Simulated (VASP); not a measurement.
# Sb (I4/mcm) in VASP: a series of runs, part 2 of 2

VASP 6.6.1.

## Step 3: Single point, PBE (strained and moved within a subgroup)

INCAR reads:

```
ALGO = Fast
EDIFF = 1E-6
ENCUT = 520
GGA = PE
ISIF = 2
ISMEAR = 0
LASPH = True
LCHARG = False
LREAL = False
LWAVE = False
NBANDS = 18
NELM = 100
PREC = Accurate
SIGMA = 0.1
```

KPOINTS reads:

```
k-points
0
Gamma
  12 12 12
```

POSCAR reads:

```
Sb
1.0
   -3.9299857801      3.9299857801      1.9448318233
    3.9299857801     -3.9299857801      1.9448318233
    3.9299857801      3.9299857801     -1.9448318233
Sb
4
Direct
    0.3575099538      0.1424900462      0.5000000000
    0.8575099538      0.3575099538      0.2150199076
    0.6424900462      0.8575099538      0.5000000000
    0.1424900462      0.6424900462      0.7849800924
```

Potentials or basis: VASP PAW PBE potentials, release 64 (Sb).

Launch:

```
cat potpaw_PBE.64/Sb/POTCAR > POTCAR
mpirun -np 1 vasp_std > vasp.out
```

It took 2.7 min on 1 thread of Intel Xeon 6975P-C (Granite Rapids), shared host; peak memory 0.5 GiB.

Results (log left out):

```
Free energy            : -14.8841 eV
Pressure               : 10.2 GPa
Largest force          : 1.418 eV/Å
Band gap on the k mesh : none (metal or under the smearing width)
```

Forces on the atoms (eV/Å):
```
Sb   1.002 -1.002  0.000
Sb  -1.002 -1.002  0.000
Sb  -1.002  1.002  0.000
Sb   1.002  1.002  0.000
```

Stress tensor (GPa, compression positive):
```
 9.20  0.00  0.00
 0.00  9.20  0.00
 0.00  0.00 12.21
```

Levels at points of the mesh, in eV from the Fermi level:
```
           k point  band 6  band 7  band 8  band 9  band 10  band 11  band 12  band 13  band 14  band 15
(0.00, 0.00, 0.00)   -2.34   -2.11   -0.88   -0.82    -0.82    -0.75    -0.75     2.81     2.81     3.34
(0.50, 0.00, 0.00)   -5.71   -2.73   -2.73   -1.28    -1.28    -0.76    -0.76     2.90     2.90     4.57
(0.50, 0.50, 0.00)   -2.91   -2.88   -2.49   -0.79     0.17     0.42     1.09     1.69     3.38     3.72
(0.50, 0.50, 0.50)   -3.46   -1.70   -1.70   -0.35     1.64     1.64     1.64     1.72     2.38     2.42
```

Caveat: forces of over 1 eV/Å show positions far from the minimum, so gaps and moduli don't describe the material at rest.

## Step 4: Single point, PBE (strained and moved within the space group)

INCAR reads:

```
  PREC = Accurate
  ENCUT = 520
  EDIFF = 1E-6
  ISMEAR = 0
  SIGMA = 0.1
  LREAL = False
  LASPH = True
  NELM = 100
  ALGO = Fast
  ISIF = 2
  LWAVE = False
  LCHARG = True
  GGA = PE
  LELF = True
  LVHAR = True
  NBANDS = 18
```

KPOINTS reads:

```
Automatic mesh
0
Gamma
  12 12 12
```

POSCAR reads:

```
Sb
1.0
   -4.0545937092      4.0545937092      2.0074598721
    4.0545937092     -4.0545937092      2.0074598721
    4.0545937092      4.0545937092     -2.0074598721
Sb
4
Direct
    0.3575099538      0.1424900462      0.5000000000
    0.8575099538      0.3575099538      0.2150199076
    0.6424900462      0.8575099538      0.5000000000
    0.1424900462      0.6424900462      0.7849800924
```

Potentials or basis: VASP PAW PBE potentials, release 64 (Sb).

Launch:

```
cat potpaw_PBE.64/Sb/POTCAR > POTCAR
mpirun -np 1 vasp_std > vasp.out
```

OUTCAR:

```text
PREC = Accurate
   ENCUT = 520
   EDIFF = 1E-6
   ISMEAR = 0
   LREAL = False
   LASPH = True
   NELM = 100
   ISIF = 2
   GGA = PE

 ion  position               nearest neighbor table
   1  0.358  0.142  0.500-   2 3.06   4 3.06   4 3.06   2 3.06   3 3.18   3 3.18   3 3.27
   2  0.858  0.358  0.215-   3 3.06   1 3.06   3 3.06   1 3.06   4 3.18   4 3.18   4 3.27
   3  0.642  0.858  0.500-   2 3.06   4 3.06   4 3.06   2 3.06   1 3.18   1 3.18   1 3.27
   4  0.142  0.642  0.785-   1 3.06   3 3.06   1 3.06   3 3.06   2 3.18   2 3.18   2 3.27

  LATTYP: Found a body centered tetragonal cell.
[... 702 lines left out ...]

 [... further k-points ...]
[... 5 lines left out ...]
  --------------------------------------------------------------------------------------
  -------------------------------------------------------------------------------------
  Total        2.7464354      2.7464354      2.8937750      0.0000000      0.0000000      0.0000000
  in kB       33.3333080     33.3333080     35.1215602      0.0000000      0.0000000      0.0000000
  external PRESSURE =      33.9293921 kB  Pullay stress =       0.0000000 kB

 VOLUME and BASIS-vectors are now :
 -----------------------------------------------------------------------------
  energy-cutoff  :      520.00
  volume of cell :      132.01
      direct lattice vectors                 reciprocal lattice vectors
    -4.054593709  4.054593709  2.007459872     0.000000000  0.123316918  0.249070981
     4.054593709 -4.054593709  2.007459872     0.123316918  0.000000000  0.249070981
     4.054593709  4.054593709 -2.007459872     0.123316918  0.123316918  0.000000000

 POSITION                                       TOTAL-FORCE (eV/Angst)
 -----------------------------------------------------------------------------------
      1.15548      2.89912      0.00000         0.550602     -0.550602     -0.000000
     -1.15548      2.89912      2.00746        -0.550602     -0.550602     -0.000000
      2.89912      1.15548      2.00746        -0.550602      0.550602      0.000000
      5.21007      1.15548      0.00000         0.550602      0.550602      0.000000
 -----------------------------------------------------------------------------------
    total drift:                                0.000000     -0.000000      0.000000

  FREE ENERGIE OF THE ION-ELECTRON SYSTEM (eV)
  ---------------------------------------------------
  free  energy   TOTEN  =       -15.3675051928 eV

  energy  without entropy=      -15.3551528877  energy(sigma->0) =      -15.36132904
```

OSZICAR:

```text
N       E                     dE             d eps       ncg     rms          rms(c)
DAV:   1     0.930715589247E+02    0.93072E+02   -0.67480E+03  5868   0.872E+02
DAV:   2    -0.884531953144E+01   -0.10192E+03   -0.98281E+02  7502   0.150E+02
DAV:   3    -0.153129179244E+02   -0.64676E+01   -0.63650E+01  7658   0.413E+01
DAV:   4    -0.154047835386E+02   -0.91866E-01   -0.91695E-01  6942   0.547E+00
DAV:   5    -0.154070173770E+02   -0.22338E-02   -0.22338E-02  8234   0.941E-01    0.400E+00
RMM:   6    -0.153750334516E+02    0.31984E-01   -0.30583E-02  5981   0.640E-01    0.238E+00
RMM:   7    -0.153656811755E+02    0.93523E-02   -0.41225E-02  6285   0.861E-01    0.169E-01
RMM:   8    -0.153667859709E+02   -0.11048E-02   -0.49444E-03  6237   0.431E-01    0.611E-02
RMM:   9    -0.153673444844E+02   -0.55851E-03   -0.11688E-03  6744   0.209E-01    0.280E-02
RMM:  10    -0.153674833851E+02   -0.13890E-03   -0.32745E-04  6749   0.116E-01    0.762E-03
RMM:  11    -0.153675040719E+02   -0.20687E-04   -0.74923E-05  7025   0.583E-02    0.341E-03
RMM:  12    -0.153675050330E+02   -0.96119E-06   -0.14073E-05  6800   0.254E-02    0.200E-03
RMM:  13    -0.153675051928E+02   -0.15981E-06   -0.23001E-06  5343   0.107E-02
   1 F= -.15367505E+02 E0= -.15361329E+02  d E =-.123523E-01
```

It took 2.8 min on 1 thread of Intel Xeon 6975P-C (Granite Rapids), shared host; peak memory 0.51 GiB.

Results:

```
Free energy            : -15.3675 eV
Pressure               : 3.4 GPa
Largest force          : 0.779 eV/Å
Band gap on the k mesh : none (metal or under the smearing width)
```

Forces in eV/Å, atoms in the order of the input:
```
Sb   0.551 -0.551  0.000
Sb  -0.551 -0.551  0.000
Sb  -0.551  0.551  0.000
Sb   0.551  0.551  0.000
```

Stress tensor (GPa, compression positive):
```
3.33 0.00 0.00
0.00 3.33 0.00
0.00 0.00 3.51
```

Levels at points of the mesh, in eV from the Fermi level:
```tsv
k point	band 7	band 8	band 9	band 10	band 11	band 12	band 13	band 14
(0.00, 0.00, 0.00)	-1.89	-0.90	-0.90	-0.86	-0.65	-0.65	2.84	2.84
(0.50, 0.00, 0.00)	-2.57	-2.57	-1.06	-1.06	-0.62	-0.62	2.76	2.76
(0.50, 0.50, 0.00)	-2.62	-2.21	-0.69	0.21	0.23	1.12	1.55	3.13
(0.50, 0.50, 0.50)	-1.51	-1.51	-0.48	1.51	1.51	1.52	1.82	2.04
```
